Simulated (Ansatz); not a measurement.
Free-standing chains of the atoms of Tl, named by their start (strip: triangular double chain, ladder: square double chain); atoms and period are relaxed, and energies count from relaxed bulk Tl (P6_3/mmc, 31.45 Å³/atom, gap on the mesh 0.00 eV).

Method: DFT PBE, scalar-relativistic, plane waves, PAW (Ansatz 0.2.0).

Cutoff 420 eV, Gaussian smearing of 0.05 eV, energies at zero smearing, symmetry of each start kept, collinear spin where a moment is listed.

| start | atoms | k mesh | excess energy (eV per host atom) | period (Å) | highest filled level or Fermi level under vacuum (eV) | size of the moment (μB per cell) |
| --- | --- | --- | --- | --- | --- | --- |
| linear chain | 1 | 1×1×21 | 0.997 | 3.071 | 3.22 | 0.33 |
| dimerised chain | 2 | 1×1×11 | 0.998 | 6.174 | 3.19 | 1.45 |
| zigzag chain | 2 | 1×1×12 | 0.917 | 5.717 | 3.28 | 0.33 |
| ladder chain | 4 | 1×1×11 | 0.600 | 6.093 | 3.69 | 0.00 |
| strip chain | 2 | 1×1×19 | 0.563 | 3.044 | 3.73 | 0.00 |

Zero in every row: gap on the mesh (eV).

Spin-orbit coupling is left out, which matters for the bands of heavy elements.

Each run keeps its start's symmetry and one magnetic start, so lower states can exist. Rows stand on unlike meshes and boxes, so starts that end alike can differ by a few hundredths of an eV per atom.

Cost: 5 runs of about 7.8 core-minutes in all, on Arm Neoverse V1 (shared hosts).